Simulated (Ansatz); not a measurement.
# MgI2: response to strain

Aim: deform MgI2 (equal xy, yz and zx engineering shear strains of -2 %) and compute stress, forces and field gradients with LAPW, PAW and all-electron datasets made for the crystal.

Computed with Ansatz 0.2.0 (DFT PBEsol, scalar-relativistic, unless a step's input says otherwise).

### Step 1. The starting structure

The structure is trigonal, space group P-3m1 (No. 164). Conventional cell: a = 4.154 Å, b = 4.154 Å, c = 6.862 Å, α = 90.00°, β = 90.00°, γ = 120.00°. Mg (site symmetry -3m) is surrounded by 6 I at 2.92 Å. I (site symmetry 3m) has 3 Mg at 2.92 Å in its first shell of neighbours.

As a file:

```cif
data_structure
_symmetry_space_group_name_H-M 'P 1'
_symmetry_Int_Tables_number 1
_cell_length_a 4.1537
_cell_length_b 4.1537
_cell_length_c 6.8620
_cell_angle_alpha 90.000
_cell_angle_beta 90.000
_cell_angle_gamma 120.000
_cell_volume 102.53
loop_
_atom_site_label
_atom_site_type_symbol
_atom_site_fract_x
_atom_site_fract_y
_atom_site_fract_z
_atom_site_occupancy
Mg1 Mg 0.00000 0.00000 0.00000 1
I1 I 0.33333 0.66667 0.75763 1
I2 I 0.66667 0.33333 0.24237 1
```

Atoms are numbered in the order of the input: Mg1, I2, I3.

### Step 2. After the deformation

Space group P-3m1 before, P-1 after.

### Step 3. LAPW, all electrons

File input.yaml:

```yaml
crystal:
  lattice:
    - [4.1537001214, -0.0415370012, -0.0415370012]
    - [-2.1128221589, 3.6179783254, -0.0152035976]
    - [-0.06862, -0.06862, 6.862]
  atoms:
    - { symbol: Mg, position: [0.0, 0.0, 0.0] }
    - { symbol: I, position: [0.3333333333, 0.6666666667, 0.75763] }
    - { symbol: I, position: [0.6666666667, 0.3333333333, 0.24237] }
kpoints:
  mp_grid: { grid: [7, 7, 4] }
  band_path:
    path:
      - [0.0, 0.0, 0.0]
      - [0.0, 0.0, 0.5]
      - [-0.5, 0.5, 0.0]
      - [0.0, 0.0, 0.0]
      - [0.0, -0.5, 0.0]
      - [-0.5, 0.0, 0.5]
      - [0.0, 0.0, 0.0]
      - [-0.5, 0.0, 0.0]
      - [0.0, -0.5, 0.5]
    npoints: 5
scf:
  occupations: { method: fermi_dirac, width: 0.03 }
hamiltonian:
  xc: pbesol
  pseudopotentials: { kind: all_electron, lapw: { basis_error: 0.001 } }
output:
  forces: true
  stress: true
  eigenvalues: true
```

Launch:

```console
$ ansatz run input.yaml --threads 1 --pin off --max-ram 4096MiB --backend cpu --events-out ev --progress --plain --runs-dir out
```

### Step 4. Frozen-core PAW

File input.yaml:

```yaml
crystal:
  lattice:
    - [4.1537001214, -0.0415370012, -0.0415370012]
    - [-2.1128221589, 3.6179783254, -0.0152035976]
    - [-0.06862, -0.06862, 6.862]
  atoms:
    - { symbol: Mg, position: [0.0, 0.0, 0.0] }
    - { symbol: I, position: [0.3333333333, 0.6666666667, 0.75763] }
    - { symbol: I, position: [0.6666666667, 0.3333333333, 0.24237] }
kpoints:
  mp_grid: { grid: [7, 7, 4] }
scf:
  occupations: { method: fermi_dirac, width: 0.03 }
hamiltonian:
  xc: pbesol
  pseudopotentials: { kind: paw }
output:
  forces: true
  stress: true
  eigenvalues: true
  efg: { contact_densities: true }
```

### Step 5. Datasets made for this crystal

Edit input.yaml of step 4 so:

```diff
@@ -15,3 +15,3 @@
   xc: pbesol
-  pseudopotentials: { kind: paw }
+  pseudopotentials: { kind: all_electron, datasets: crystal }
 output:
```

(Steps that only read results are left out.)

What does the calculation give? Wanted: pressure; largest shear or deviatoric stress.

The runs gave:

| quantity | value |
| --- | --- |
| pressure | LAPW -0.13, PAW -0.13, crystal datasets -0.13 GPa |
| largest shear or deviatoric stress (LAPW) | 0.39 GPa |

What this shows: The largest part of the stress beyond the pressure is 0.39 GPa in size, in the xz component; the atoms are carried along and not relaxed. No run of the undeformed cell stands beside it, so pressure and stress hold what the given cell had before the change, as far as its symmetry allows. PAW: stress within 0.01 GPa of LAPW, forces within 2 meV/Å. Crystal datasets: stress within 0.01 GPa of LAPW, forces within 1 meV/Å. Spin-orbit coupling is left out, though the cell holds I; in elements this heavy it can shift bands and gaps by tenths of an eV.

The gaps are Kohn-Sham values of a semilocal functional, not quasiparticle or optical gaps. Such gaps usually fall short of the measured ones; spin-orbit coupling, left out here, narrows gaps with I, so the two errors partly cancel.
